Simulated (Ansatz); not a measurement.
# TiC: the crystal squeezed far, part 2 of 2

Aim: compress TiC (rocksalt type) step by step, far beyond the usual range, and follow pressure and electronic structure. The runs shown use LAPW, crystal datasets and norm-conserving. Companion runs by PAW are cited. Its runs: the reference run (LAPW); volume scaled by 1 (crystal datasets and norm-conserving); volume scaled by 0.94 (LAPW); volume scaled by 0.88 (LAPW); volume scaled by 0.8 (LAPW); volume scaled by 0.72 (LAPW); volume scaled by 0.64 (LAPW and norm-conserving); volume scaled by 0.55 (LAPW, crystal datasets and norm-conserving).

Ansatz 0.2.0; DFT PBE; a cell built from a prototype (rocksalt type), not taken from measurement. «Crystal datasets» are all-electron PAW datasets made for this crystal. Earlier steps stand in the parts before.

## 10. Volume scaled by 0.64, norm-conserving

The input, input.yaml:

```yaml
crystal:
  lattice:
    - [0.0, 1.8668890292, 1.8668890292]
    - [1.8668890292, 0.0, 1.8668890292]
    - [1.8668890292, 1.8668890292, 0.0]
  atoms:
    - { symbol: Ti, position: [0.0, 0.0, 0.0] }
    - { symbol: C, position: [0.5, 0.5, 0.5] }
kpoints:
  mp_grid: { grid: [15, 15, 15] }
scf:
  occupations: { method: fermi_dirac, width: 0.05 }
hamiltonian:
  xc: pbe
  pseudopotentials: { kind: nc }
output:
  forces: true
  stress: true
  eigenvalues: true
```

Run with:

```
ansatz run input.yaml --threads 1 --pin off --max-ram 2048MiB --backend cpu --events-out ev --progress --plain --runs-dir out
```

Output, cut to the lines that bear on the results:

```text
[...]
Pseudopotentials: kind: nc
Pseudopotential: Ti, nc, valence charge 12, recommended cutoff 1155 eV (normal), Ti.nc.azcp
Pseudopotential: C, nc, valence charge 4, recommended cutoff 1115.666836 eV (normal), C.nc.azcp
Functional definition: PBE
[...]
Crystal: 2 atoms, lattice volume = 13.013 Å³
Basis set: ecut = 1155 eV, 1211 PW (Γ), exchange–correlation on 60×60×60 points (8 copies of the dense FFT grid, shifted against one another)
[...]
  atom   2  C      0.00000000    -0.00000000    -0.00000000
[...]
--- Stress (GPa, compression-positive) ---
      267.550438       0.000000       0.000000
        0.000000     267.550438       0.000000
        0.000000       0.000000     267.550438
  P = ⅓ Tr σ = 267.5504 GPa (2675.504 kbar)
--- Band table (eV; the first three rows and the last of 120) ---
  k-point 0: bands = ["-31.5856", "-6.9891", "-6.9891", "-6.9891", "9.9647", "24.5349", "24.5349", "24.5349", "26.2369", "26.2369", "26.2369", "26.6335"]
[...]
```

Run time: 3.2 s. Hardware: 1 thread of AMD EPYC 7R43 (Zen 3), shared host; peak memory 0.33 GiB.

Read from it: pressure 267.55 GPa; no gap.

## 11. Volume scaled by 0.55, LAPW

The input, input.yaml:

```yaml
crystal:
  lattice:
    - [0.0, 1.7749225569, 1.7749225569]
    - [1.7749225569, 0.0, 1.7749225569]
    - [1.7749225569, 1.7749225569, 0.0]
  atoms:
    - { symbol: Ti, position: [0.0, 0.0, 0.0] }
    - { symbol: C, position: [0.5, 0.5, 0.5] }
kpoints:
  mp_grid: { grid: [15, 15, 15] }
  band_path:
    path:
      - [0.0, 0.0, 0.0]
      - [0.5, 0.0, 0.5]
      - [0.625, 0.25, 0.625]
      - [0.375, 0.375, 0.75]
      - [0.0, 0.0, 0.0]
      - [0.5, 0.5, 0.5]
      - [0.5, 0.25, 0.75]
      - [0.5, 0.0, 0.5]
    npoints: 8
scf:
  occupations: { method: fermi_dirac, width: 0.05 }
hamiltonian:
  xc: pbe
  pseudopotentials: { kind: all_electron, lapw: { basis_error: 0.001 } }
output:
  forces: true
  stress: true
  eigenvalues: true
  populations: true
  dos: { projected: true, de: 0.2, e_range: [-14, 8] }
```

Run with:

```
ansatz run input.yaml --threads 1 --pin off --max-ram 2048MiB --backend cpu --events-out ev --progress --plain --runs-dir out
```

Output:

```text
Ti: projections on atomic orbitals take those of the free atom 1s2 2s2 2p6 3s2 3p6 3d2 4s2, of charge +0.00 (hamiltonian.pseudopotentials.projection_atoms)
C: projections on atomic orbitals take those of the free atom 1s2 2s2 2p2, of charge +0.00 (hamiltonian.pseudopotentials.projection_atoms)
LAPW: plane waves up to 10.944 Å⁻¹, error target 1.0e-3 eV per atom; small_component_spin mean_spin; C in spheres of 0.766 Å, 6 of its electrons in bands, Dirac shells []; Ti in spheres of 1.009 Å, 20 of its electrons in bands, Dirac shells []
[... 2 set-up lines as earlier in the session ...]
Pseudopotential: Ti, LAPW, valence charge 20, Koelling and Harmon's equation, gaussian nucleus
[... 6 set-up lines as earlier in the session ...]
Crystal: 2 atoms, lattice volume = 11.183 Å³
Basis set: ecut = 456.29452343419194 eV, 259 PW (Γ), exchange–correlation at level 2
Bands: 17, of which v1, the nominal top of the filled ones, is band 13 counted from 1 (12 counted from 0)
[... 1 set-up line as earlier in the session ...]
Space group: Fm-3m (ITA 225), of the structure as read, at distance tolerance 2.2e-5 Å
k-points: 120 of 3375
[... 5 set-up lines as earlier in the session ...]
iter 1 solved again at ethr=1.98e-2 eV; its pass at ethr=1.00e-1 eV (dr2=5.16e0 eV) is discarded
SCF iter   1: F=—  HF=-24265.492712 eV  |F-HF|=—  |Δ(HF+E_count)|=         —  Δρ=2.36e-1  dr2=5.16e0  ethr=1.98e-2  ⟨swp⟩=2.0  Hψ=13894  notcnv=0
preconditioner: auto → none  [metal: Δε(μ)=0.022 eV  Ē_g=23.639 eV  σ=0.050 eV  W_gap=0.11  n_scr=8 (ndim 8)  ℏωp=41.5 eV  f_vac=0.000  D(μ)=0.19/eV (n_scr^D=0)  sad-step TF]
iter 2 solved again at ethr=8.45e-4 eV; its pass at ethr=1.98e-2 eV (dr2=2.20e-1 eV) is discarded
SCF iter   2: F=—  HF=-24263.550518 eV  |F-HF|=—  |Δ(HF+E_count)|=    1.94e0  Δρ=4.98e-2  dr2=2.20e-1  ethr=8.45e-4  ⟨swp⟩=2.0  Hψ=10427  notcnv=0
SCF iter   3: F=—  HF=-24263.491187 eV  |F-HF|=—  |Δ(HF+E_count)|=         —  Δρ=1.72e-2  dr2=2.03e-2  ethr=8.45e-4  ⟨swp⟩=2.1  Hψ=6243  notcnv=0
the basis was enlarged: its passes take 168.2 KiB over the memory plan, 1 of 1 planned eigensolver slots
SCF iter   4: F=—  HF=-24263.491066 eV  |F-HF|=—  |Δ(HF+E_count)|=   1.21e-4  Δρ=3.17e-3  dr2=4.63e-4  ethr=7.80e-5  ⟨swp⟩=2.0  Hψ=6115  notcnv=0
SCF iter   5: F=—  HF=-24263.490608 eV  |F-HF|=—  |Δ(HF+E_count)|=   4.58e-4  Δρ=5.36e-4  dr2=1.53e-5  ethr=1.78e-6  ⟨swp⟩=3.0  Hψ=6166  notcnv=0
SCF iter   6: F=—  HF=-24263.490605 eV  |F-HF|=—  |Δ(HF+E_count)|=   2.90e-6  Δρ=6.23e-5  dr2=2.55e-7  ethr=5.90e-8  ⟨swp⟩=2.0  Hψ=5766  notcnv=0
SCF iter   7: F=-24263.490604 eV  HF=-24263.490604 eV  |F-HF|=2.78e-8  |Δ(HF+E_count)|=   3.50e-7  Δρ=1.19e-5  dr2=8.53e-9  ethr=9.80e-10  ⟨swp⟩=3.0  Hψ=6127  notcnv=0
SCF 1 converged in 7 iterations: F = -24263.490604 eV  dr2 = 8.53e-9
NSCF: frozen V_eff on 57 k-points
SCF converged after 7 iterations
Free energy (F): -24263.490604 eV
Harris-Foulkes:  -24263.490604 eV  (|F-HF|=2.78e-8)
Internal energy: -24263.488606 eV  (E = F + TS)
E sigma→0 (E₀):  -24263.489605 eV
Entropy (-TS):   -0.001999 eV (-0.999 meV/atom)
Fermi energy:    28.818974 eV
--- Per-component energies (eV) ---
  E_band       = -3785.663760
  E_kinetic    = 24582.020136
  E_xc         = -1314.379550
  E_electrostatic = -47531.129192  (all electrons and nuclei)
  E_smearing   = -0.001999  (= −TS)
  E_closure    = 0.000000  (closes the sum)
  E_atoms      = -24254.253874  (free atoms, spherical and without spin; not in F)
  Σ components = -24263.490604   (vs F -24263.490604, Δ=0.00e0)
  Basis errors (estimates in eV, not in F): energy 3.7e-4 per atom: plane waves 3.4e-4 (1.9e-4 summed), levels above the bands 9.7e-29, relativity 2.8e-8, radial functions 3.5e-5, core shells 1.1e-13; eigenvalues (radial functions only) 4.8e-6; not estimated: angular momenta, meshes, grids; target (lapw.basis_error) 1.0e-3; muffin-tin radii C 0.766 Å, Ti 1.009 Å
--- Forces (eV/Å), atoms counted from 1 ---
  atom   1  Ti    -0.00000000     0.00000000     0.00000000
  atom   2  C      0.00000000    -0.00000000     0.00000000
  max |Σ_I F_I| component: 4.21e-30 eV/Å
--- Stress (GPa, compression-positive) ---
      474.594250       0.000000      -0.000000
        0.000000     474.594250       0.000000
       -0.000000       0.000000     474.594250
  P = ⅓ Tr σ = 474.5943 GPa (4745.943 kbar)
--- Band table (eV; the first three rows and the last of 120) ---
  k-point 0: bands = ["-498.2168", "-405.4365", "-405.4365", "-405.4365", "-235.1419", "-26.8478", "-1.6269", "-1.6269", "-1.6269", "14.7460", "29.1007", "29.1007", "29.1007", "31.2637", "31.2637", "31.2637", "31.6913"]
  k-point 1: bands = ["-498.2168", "-405.4365", "-405.4365", "-405.4365", "-235.1419", "-26.8135", "-1.8043", "-1.6380", "-1.6380", "14.9782", "28.3974", "28.8651", "28.8651", "30.0015", "30.0015", "31.7470", "33.5216"]
  k-point 2: bands = ["-498.2168", "-405.4365", "-405.4365", "-405.4365", "-235.1419", "-26.7153", "-2.2881", "-1.6691", "-1.6691", "15.6205", "27.0892", "27.5332", "27.5332", "30.1249", "30.1249", "32.4952", "35.7004"]
  k-point 119: bands = ["-498.2168", "-405.4365", "-405.4365", "-405.4365", "-235.1419", "-25.7015", "-3.8960", "-3.7613", "-2.8435", "17.6021", "24.0864", "25.1410", "25.2975", "33.5987", "34.2671", "36.0715", "39.6945"]
--- Löwdin populations: 2 sites ---
  site symbol       q [e]
     0     Ti     21.6249
     1      C      6.3391
  spilling = 0.001288 (of n_electrons = 28.000000)
```

It took 14 s on 1 thread of AMD EPYC 7R43 (Zen 3), shared host; peak memory 0.42 GiB.

In short: pressure 474.59 GPa; no gap.

At the corners of the path (eV, zero at the Fermi level):

```csv
point,band 10,band 11,band 12,band 13,band 14,band 15,band 16
Γ,-14.07,0.28,0.28,0.28,2.44,2.44,2.44
X,-13.28,-4.66,-1.94,1.26,1.26,5.25,7.15
U,-11.68,-5.03,-2.96,-2.75,2.52,6.09,7.84
K,-11.68,-5.03,-2.96,-2.75,2.52,6.09,7.84
Γ,-14.07,0.28,0.28,0.28,2.44,2.44,2.44
L,-8.91,-6.62,-5.79,-5.79,5.68,5.68,8.59
W,-11.24,-4.58,-3.65,-3.65,5.20,5.20,7.16
X,-13.28,-4.66,-1.94,1.26,1.26,5.25,7.15
```

States per cell, counted by energy window (eV from the Fermi level, on a grid of 0.20 eV):

```csv
from,to,total,Ti 3d,C 2p,C 2s
-10,-9,0.46,0.14,0.04,0.20
-9,-8,0.12,0.04,0.03,0.03
-8,-7,0.22,0.08,0.08,0.03
-7,-6,0.56,0.22,0.24,0.04
-6,-5,0.76,0.32,0.35,0.02
-5,-4,1.24,0.63,0.50,0.05
-4,-3,2.03,0.94,0.86,0.06
-3,-2,0.66,0.27,0.33,0.01
-2,-1,0.31,0.14,0.15,0.00
-1,0,0.18,0.08,0.09,0.00
0,1,0.24,0.13,0.09,0.00
1,2,0.41,0.22,0.16,0.01
2,3,0.48,0.31,0.14,0.01
3,4,0.56,0.41,0.12,0.01
4,5,0.75,0.57,0.14,0.02
```

## 12. Volume scaled by 0.55, crystal datasets

The input, input.yaml:

```yaml
crystal:
  lattice:
    - [0.0, 1.7749225569, 1.7749225569]
    - [1.7749225569, 0.0, 1.7749225569]
    - [1.7749225569, 1.7749225569, 0.0]
  atoms:
    - { symbol: Ti, position: [0.0, 0.0, 0.0] }
    - { symbol: C, position: [0.5, 0.5, 0.5] }
kpoints:
  mp_grid: { grid: [15, 15, 15] }
scf:
  occupations: { method: fermi_dirac, width: 0.05 }
hamiltonian:
  xc: pbe
  pseudopotentials: { kind: all_electron, datasets: crystal }
output:
  forces: true
  stress: true
  eigenvalues: true
```

Run with:

```
ansatz run input.yaml --threads 1 --pin off --max-ram 2048MiB --backend cpu --events-out ev --progress --plain --runs-dir out
```

Output, cut to the lines that bear on the results:

```text
[...]
[... 1 set-up line as earlier in the session ...]
Pseudopotential: Ti, paw, valence charge 12, recommended cutoff 560 eV (normal), Koelling and Harmon's equation, gaussian nucleus
Pseudopotential: C, paw, valence charge 4, recommended cutoff 560 eV (normal), Koelling and Harmon's equation, gaussian nucleus
[... 1 set-up line as earlier in the session ...]
[...]
Crystal: 2 atoms, lattice volume = 11.183 Å³
[...]
  atom   2  C      0.00000000    -0.00000000    -0.00000000
[...]
--- Stress (GPa, compression-positive) ---
      474.600533      -0.000000      -0.000000
       -0.000000     474.600533      -0.000000
        0.000000       0.000000     474.600533
  P = ⅓ Tr σ = 474.6005 GPa (4746.005 kbar)
--- Band table (eV; the first three rows and the last of 120) ---
  k-point 0: bands = ["-26.8477", "-1.6268", "-1.6268", "-1.6268", "14.7461", "29.1007", "29.1007", "29.1007", "31.2639", "31.2639"]
[...]
```

Wall time 6.7 s (1 thread of AMD EPYC 7R43 (Zen 3), shared host); peak memory 0.5 GiB.

Result: pressure 474.60 GPa; no gap.

## 13. Volume scaled by 0.55, norm-conserving

Edit input.yaml of step 12 so:

```diff
@@ -14,3 +14,3 @@
   xc: pbe
-  pseudopotentials: { kind: all_electron, datasets: crystal }
+  pseudopotentials: { kind: nc }
 output:
```

Run with:

```
ansatz run input.yaml --threads 1 --pin off --max-ram 2048MiB --backend cpu --events-out ev --progress --plain --runs-dir out
```

Output, cut to the lines that bear on the results:

```text
[...]
[... 4 set-up lines as earlier in the session ...]
[...]
Crystal: 2 atoms, lattice volume = 11.183 Å³
Basis set: ecut = 1155 eV, 965 PW (Γ), exchange–correlation on 60×60×60 points (8 copies of the dense FFT grid, shifted against one another)
[...]
  atom   2  C      0.00000000     0.00000000     0.00000000
[...]
--- Stress (GPa, compression-positive) ---
      475.501473       0.000000       0.000000
        0.000000     475.501473      -0.000000
        0.000000      -0.000000     475.501473
  P = ⅓ Tr σ = 475.5015 GPa (4755.015 kbar)
--- Band table (eV; the first three rows and the last of 120) ---
  k-point 0: bands = ["-27.6259", "-2.4221", "-2.4221", "-2.4221", "13.9379", "28.3105", "28.3105", "28.3105", "30.4697", "30.4697", "30.4697", "30.9104"]
[...]
```

Run time: 2.9 s. Hardware: 1 thread of AMD EPYC 7R43 (Zen 3), shared host; peak memory 0.33 GiB.

Result: pressure 475.50 GPa; no gap.

## 14. The series in one table

The PAW rows are taken from companion runs at the same settings.

| method | volume over the first | volume (Å³/atom) | pressure (GPa) | SCF cycles, all passes |
| --- | --- | --- | --- | --- |
| LAPW | 1 | 10.167 | 0.02 | 9 |
| LAPW | 0.94 | 9.557 | 17.58 | 8 |
| LAPW | 0.88 | 8.947 | 41.38 | 8 |
| LAPW | 0.8 | 8.133 | 87.09 | 7 |
| LAPW | 0.72 | 7.320 | 157.13 | 7 |
| LAPW | 0.64 | 6.507 | 267.13 | 6 |
| LAPW | 0.55 | 5.592 | 474.59 | 7 |
| PAW | 1 | 10.167 | 0.05 | 6 |
| PAW | 0.94 | 9.557 | 17.60 | 6 |
| PAW | 0.88 | 8.947 | 41.37 | 6 |
| PAW | 0.8 | 8.133 | 87.03 | 6 |
| PAW | 0.72 | 7.320 | 157.04 | 6 |
| PAW | 0.64 | 6.507 | 267.03 | 6 |
| PAW | 0.55 | 5.592 | 474.36 | 6 |
| PAW (cutoff 800 eV) | 0.55 | 5.592 | 474.10 | 6 |
| crystal datasets | 1 | 10.167 | 0.02 | 9 |
| crystal datasets | 0.55 | 5.592 | 474.60 | 8 |
| norm-conserving | 1 | 10.167 | 0.04 | 8 |
| norm-conserving | 0.64 | 6.507 | 267.55 | 7 |
| norm-conserving | 0.55 | 5.592 | 475.50 | 7 |

## 15. Summary of results

This closing draws on all 2 parts.

```
                                          quantity      value
               LAPW pressure at 0.55 of the volume  474.6 GPa
                PAW pressure at 0.55 of the volume  474.4 GPa
PAW (cutoff 800 eV) pressure at 0.55 of the volume  474.1 GPa
   crystal datasets pressure at 0.55 of the volume  474.6 GPa
    norm-conserving pressure at 0.55 of the volume  475.5 GPa
       fitted bulk modulus at zero pressure (LAPW)    255 GPa
                           its pressure derivative       3.83
```

In words: At 0.55 of the starting volume LAPW gives 475 GPa. One third-order Birch-Murnaghan curve follows these points (B₀ = 255 GPa, B′ = 3.83, misfit at most 0.93 GPa). A fit over so wide a range leans to the high pressures, so B₀ can be off by several per cent. Where LAPW's pressure is over 3 GPa, PAW's departs from it by at most 0.1 %, at 0.94 of the volume. The ions are at rest, and the electrons smeared by 0.05 eV.
